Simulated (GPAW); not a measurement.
# A GW chain in GPAW: TiO2 (1T monolayer), part 2 of 2

How does a plane-wave GW calculation on TiO2 (1T monolayer) run from the first input to the gap?

GPAW 26.7.0; PBE and many-body steps on it, plane waves. Known limits of the many-body steps: not at the basis limit.

So far. Step 4 (Bands along the symmetry lines): The gap is 2.750 eV, as in the run before at this level. Step 5 (Empty states on the mesh, 12×12×1 mesh, 180 bands): On this mesh the gap is 2.750 eV.

**6. Screening and self-energy, 12×12×1 mesh, 79 bands, screening to 48 eV**

G0W0 replaces the xc potential by the self-energy, built once from these orbitals. Only a window of levels is corrected, while the sums run over the empty bands that the input names.

This step: G0W0 on PBE, plane waves, PAW.

Input file run.py:

```python
import json
import numpy as np
from gpaw.mpi import world
from gpaw.response.g0w0 import G0W0

gw = G0W0('full.gpw',
    filename='gw',
    kpts=[0, 6],
    bands=(10, 14),
    ecut=48,
    nbands=79,
    truncation='2D',
    integrate_gamma='sphere',
    q0_correction=True,
    frequencies={'type': 'nonlinear', 'domega0': 0.15, 'omega2': 15.0},
    eta=0.1,
    nblocksmax=True)
gw.calculate()
res = {mode: {k: v for k, v in r.items() if k != 'sigma_eskwn'}
       for mode, r in gw.all_results.items()}

if world.rank == 0:
    with open('result.json', 'w') as f:
        json.dump(res, f, default=lambda x: x.tolist())
```

Launch:

```console
> mpirun -n 8 gpaw python run.py
```

Numbers of over 12 decimals in the logs are rounded to 6 here.

Output:

```text
Using integrator: PointIntegrator
NonLinearFrequencyDescriptor(from 0.000 to 103.845 eV, 180 points)
Nonperiodic BCs:  [False False  True]
Using integrator: PointIntegrator
NonLinearFrequencyDescriptor(from 0.000 to 103.845 eV, 180 points)
Nonperiodic BCs:  [False False  True]
Applying analytical 2D correction to W:
    Evaluating Gamma point contribution to W on a 15x15x1 grid
  ___  _ _ _
 |   || | | |
 | | || | | |
 |__ ||_____|
 |___|

BZ k-points: Symmetries present (total): 12

  [... matrices ...]
144 k-points: 12 x 12 x 1 Monkhorst-Pack grid + [1/24,1/24,0.000000]
19 k-points in the irreducible part of the Brillouin zone
       k-points in crystal coordinates                weights
   0:    -0.00000000   -0.00000000    0.00000000          1/144
   1:     0.08333333   -0.00000000    0.00000000          6/144
   2:     0.16666667   -0.08333333    0.00000000          6/144
   3:     0.16666667   -0.00000000    0.00000000          6/144
   4:     0.25000000   -0.08333333    0.00000000         12/144
   5:     0.25000000   -0.00000000    0.00000000          6/144
   6:     0.33333333   -0.16666667    0.00000000          6/144
   7:     0.33333333   -0.08333333    0.00000000         12/144
   8:     0.33333333   -0.00000000    0.00000000          6/144
   9:     0.33333333    0.33333333    0.00000000          2/144
          ...
  18:     0.50000000    0.50000000    0.00000000          3/144

Distributing spins, k-points and bands (1 x 2 x 4) over 1 process
Number of blocks: 8

Quasi particle states:
k-points (IBZ indices): [0, 6]
Band range: (10, 14)
  [... matrices ...]
Computational parameters:
Plane wave cut-off: 48 eV
Number of bands: 79
Coulomb cutoff: 2D
Broadening: 0.1 eV

fxc modes: GW
Kernel: RPA
Using full-frequency real axis integration
Summing all q:

Calculating screened Coulomb potential
2D Coulomb truncation
NonLinearFrequencyDescriptor(from 0.000 to 103.845 eV, 180 points)
Removing empty qpoint cache files...

Calculating chi0 body with:
    Ground state adapter containing:
    Number of spins: 1
    Number of kpoints: 144
    Number of irreducible kpoints: 19
    Number of completely occupied states: 12
    Number of partially occupied states: 12
    Occupied states memory: 4.74609375 M / cpu

    Linear response parametrization:
    q_c: [-2.0816681711721685e-17, -2.0816681711721685e-17, 0.0]
    Number of frequency points: 180
    Planewave cutoff: 48.0
    Number of bands: 79
    Number of planewaves: 81
    Broadening (eta): 0.1
    comm.size: 8
    kncomm.size: 1
    blockcomm.size: 8

    Memory estimate of potentially large arrays:
        chi0_wGG: 2.252541 M / cpu
Integrating chi0 body.

Symmetries of q_c:
    Direct symmetries (Uq -> q): 12
    Indirect symmetries (TUq -> q): 0
In total 12 allowed symmetries.

  [... matrices ...]
19 groups of equivalent kpoints. 86.805556% reduction.

Integral kind: spectral function
Integrating chi0 head and wings.

Symmetries of q_c:
    Direct symmetries (Uq -> q): 12
    Indirect symmetries (TUq -> q): 0
In total 12 allowed symmetries.

  [... matrices ...]
19 groups of equivalent kpoints. 86.805556% reduction.

Integral kind: spectral function wings

Calculating chi0 body with:
    Ground state adapter containing:
    Number of spins: 1
    Number of kpoints: 144
    Number of irreducible kpoints: 19
    Number of completely occupied states: 12
    Number of partially occupied states: 12
[... the further q-points ...]

Results:
f:      Occupation numbers
eps:     KS-eigenvalues [eV]
vxc:     KS vxc [eV]
exx:     Exact exchange [eV]
sigma:   Self-energies [eV]
dsigma:  Self-energy derivatives
Z:       Renormalization factors
qp:      QP-energies [eV]

k-point 0 (0): (-0.000, -0.000, 0.000)                GW
band       f     eps     vxc     exx   sigma  dsigma       Z      qp
                                                                   GW
  10   1.000  -4.544 -21.470 -26.085   4.181  -0.369   0.731  -4.860
  11   1.000  -4.544 -21.470 -26.085   4.181  -0.369   0.731  -4.860
  12   0.000  -1.642 -22.057 -13.537  -5.096  -0.380   0.725   0.839
  13   0.000  -1.642 -22.057 -13.537  -5.096  -0.380   0.725   0.839

k-point 1 (6): (0.333, -0.167, 0.000)                GW
band       f     eps     vxc     exx   sigma  dsigma       Z      qp
                                                                   GW
  10   1.000  -5.857 -20.569 -25.022   4.037  -0.406   0.711  -6.154
  11   1.000  -4.393 -20.939 -25.759   4.327  -0.383   0.723  -4.748
  12   0.000  -0.949 -22.390 -13.721  -5.243  -0.411   0.709   1.478
  13   0.000  -0.828 -22.526 -14.671  -4.552  -0.405   0.712   1.522
```

Run time: 3.4 min. Hardware: 8 MPI ranks of Arm Neoverse V1, shared host; peak memory 3.8 GiB.

This step gave:

```
G0W0 gap on the points computed              : 5.588 eV
least direct G0W0 gap on the computed points : 5.700 eV
Z at the valence top                         : 0.7233
Z at the conduction bottom                   : 0.7248
starting gap on the mesh                     : 2.750 eV
k of the valence top                         : 0.3333, -0.1667, 0
k of the conduction bottom                   : 0, 0, 0
```

The gap on the mesh goes from 2.75 eV to 5.59 eV, a correction of +2.84 eV.

Limits: finite bands, cutoff and mesh. v1 is the top filled band, c1 the lowest empty one. The levels before and after the correction (eV, zero at the valence-band top of each column):

|  | conduction bottom | valence top |
| --- | --- | --- |
| Kohn-Sham | 2.75 | 0.00 |
| G0W0 | 5.59 | 0.00 |

|  | level | energy (eV) |
| --- | --- | --- |
| Kohn-Sham | Γ v2-v1 | -0.151 |
| Kohn-Sham | Γ c1-c2 | 2.750 |
| Kohn-Sham | (0.333 -0.167 0) v2 | -1.465 |
| Kohn-Sham | (0.333 -0.167 0) v1 | 0.000 |
| Kohn-Sham | (0.333 -0.167 0) c1 | 3.443 |
| Kohn-Sham | (0.333 -0.167 0) c2 | 3.564 |
| G0W0 | Γ v2-v1 | -0.112 |
| G0W0 | Γ c1-c2 | 5.588 |
| G0W0 | (0.333 -0.167 0) v2 | -1.405 |
| G0W0 | (0.333 -0.167 0) v1 | 0.000 |
| G0W0 | (0.333 -0.167 0) c1 | 6.227 |
| G0W0 | (0.333 -0.167 0) c2 | 6.271 |

**7. Where the time went**

Times are wall times on 8 MPI ranks of Arm Neoverse V1, shared host, good to a factor of about two.

| step | time | share | memory (GiB) |
| --- | --- | --- | --- |
| relaxation | 36 s | 10 % | 1.6 |
| ground state | 8.8 s | 2 % | 1.3 |
| bands along the symmetry lines | 8.4 s | 2 % | 1.4 |
| empty states on the mesh | 99 s | 28 % | 1.7 |
| screening and self-energy | 3.4 min | 57 % | 3.8 |

**8. Results**

| Property | Result |
| --- | --- |
| PBE gap | 2.75 eV, indirect |
| G0W0 gap on the mesh | 5.59 eV |
| GW settings | 12×12×1 mesh, 79 bands, screening to 48 eV, full frequency, Hilbert transform |
| known limits | not at the basis limit |

G0W0 moves the gap on the mesh from 2.75 eV to 5.59 eV (+2.84 eV), with Z of 0.72 and 0.72 at the edges. Only 2 of the mesh's irreducible points were corrected, so a valley elsewhere could overtake. The dearest step here is «screening and self-energy». Bands and cutoff are finite, so the gap is not at the basis limit. The miss can reach some tenths of an eV and take either sign; the mesh is an error of its own. These stock PAW sets were not made for GW. In the G0W0 run levels were corrected at 2 k points alone, so a gap called «on the mesh» is the least over those, and an edge elsewhere would be missed.

[Paths, hosts, dates, memory and timing lines, banners, echoed tables and standing remarks are left out of the program output.]

[Logs are printed without paths, hosts, clocks, repeated set-up lines and the standing remarks that a program may print on its own settings, such as how far it seeks lower states.]

[Runs of the session that timed out or met a known fault of the program may be left out.]

[Hosts, paths, dates, database ids (printed as entryN), source tags and the programs' standing remarks are cut or masked in the printed files.]
